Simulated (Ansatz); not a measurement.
The following input was run with Ansatz 0.2.0.

```yaml
crystal:
  lattice:
    - [-0.0189268259, 2.6379433315, 2.6461712056]
    - [2.6511405157, -0.0200130139, 2.6472573936]
    - [2.6571960138, 2.6450850176, -0.026068512]
  atoms:
    - { symbol: Si, position: [0.4678103606, 0.5429686205, 0.5020475277] }
    - { symbol: Si, position: [0.7821896394, 0.7070313795, 0.7479524723] }
basis:
  ecutwfc: 420
kpoints:
  mp_grid: { grid: [10, 10, 10] }
hamiltonian:
  xc: pbe
scf:
  occupations: { method: gaussian, width: 0.02 }
output:
  forces: true
  stress: true
  eigenvalues: true
```

Command:
```bash
ansatz run input.yaml --threads 1 --pin off --max-ram 1331MiB --backend cpu --events-out ev --progress --plain --runs-dir out
```

Theory: DFT PBE, scalar-relativistic, plane waves, PAW in Ansatz 0.2.0.

Abridged output (iterations and final results):

```
SCF iter   1: F=—  HF=-1270.964326 eV  |F-HF|=—  |Δ(HF+E_count)|=         —  Δρ=1.56e-3  dr2=9.12e-4  ethr=1.77e-3  ⟨swp⟩=6.3  Hψ=37748  notcnv=0
SCF iter   2: F=—  HF=-1270.964665 eV  |F-HF|=—  |Δ(HF+E_count)|=   3.39e-4  Δρ=8.50e-4  dr2=2.69e-4  ethr=1.14e-5  ⟨swp⟩=2.1  Hψ=10039  notcnv=0
SCF iter   3: F=—  HF=-1270.964721 eV  |F-HF|=—  |Δ(HF+E_count)|=   5.63e-5  Δρ=2.00e-4  dr2=1.24e-5  ethr=3.36e-6  ⟨swp⟩=2.7  Hψ=6131  notcnv=0
SCF iter   4: F=—  HF=-1270.964719 eV  |F-HF|=—  |Δ(HF+E_count)|=   1.79e-6  Δρ=8.04e-5  dr2=1.53e-6  ethr=1.54e-7  ⟨swp⟩=2.0  Hψ=5504  notcnv=0
SCF iter   5: F=-1270.964719 eV  HF=-1270.964719 eV  |F-HF|=3.86e-9  |Δ(HF+E_count)|=   2.08e-7  Δρ=7.27e-6  dr2=2.37e-8  ethr=1.91e-8  ⟨swp⟩=2.7  Hψ=6249  notcnv=0
SCF iter   6: F=-1270.964719 eV  HF=-1270.964719 eV  |F-HF|=1.58e-9  |Δ(HF+E_count)|=   1.47e-9  Δρ=3.58e-6  dr2=4.24e-9  ethr=2.96e-10  ⟨swp⟩=2.1  Hψ=14190  notcnv=0
SCF 1 converged in 6 iterations: F = -1270.964719 eV  dr2 = 4.24e-9
SCF converged after 6 iterations
Free energy (F): -1270.964719 eV
Harris-Foulkes:  -1270.964719 eV  (|F-HF|=1.58e-9)
Internal energy: -1270.964632 eV  (E = F + TS)
E sigma→0 (E₀):  -1270.964676 eV
Entropy (-TS):   -0.000087 eV (-0.044 meV/atom)
Fermi energy:    7.331314 eV
--- Per-component energies (eV) ---
  E_band       = 12.896977
  E_kinetic    = 83.283070
  E_local      = -52.091503  (includes V_loc(G=0)·N_el)
  E_nonlocal   = 53.437739
  E_hartree    = 14.170984
  E_xc         = -111.467316
  E_vxc        = -94.882560  (∫ρ·V_xc dr)
  E_paw        = -1025.882701  (= ΣΔE_a)
  E_vpaw       = -5.191527  (= ΣTr[D̂ρ^β])
  E_aug_tail   = 0.000012  (compensation charges beyond the density's cutoff)
  E_ewald      = -232.414918
  E_smearing   = -0.000087  (= −TS)
--- Forces (eV/Å), atoms counted from 1 ---
  atom   1  Si    -3.21248458     1.67564651     0.65897725
  atom   2  Si     3.21248458    -1.67564651    -0.65897725
--- Stress (GPa, compression-positive) ---
        9.361337      -0.020046      -7.088276
       -0.020046      12.597233      14.402309
       -7.088276      14.402309      14.649594
  P = ⅓ Tr σ = 12.2027 GPa (122.027 kbar)
--- Band table (eV; the first three rows and the last of 504) ---
  k-point 0: bands = ["-5.5864", "5.6989", "6.7743", "8.4959", "8.6047", "9.3275", "10.1660", "10.9035"]
  k-point 1: bands = ["-5.4522", "5.3609", "5.8911", "7.9007", "8.9361", "9.6898", "10.4422", "11.7132"]
  k-point 2: bands = ["-5.0566", "3.6963", "5.3898", "7.3413", "9.0232", "9.7336", "11.0730", "13.3421"]
  k-point 503: bands = ["-2.9197", "-0.6996", "4.9145", "6.5782", "8.4187", "9.2675", "11.1679", "14.4867"]
```

Self-consistency was reached.

The smearing is narrow for a metal on this mesh.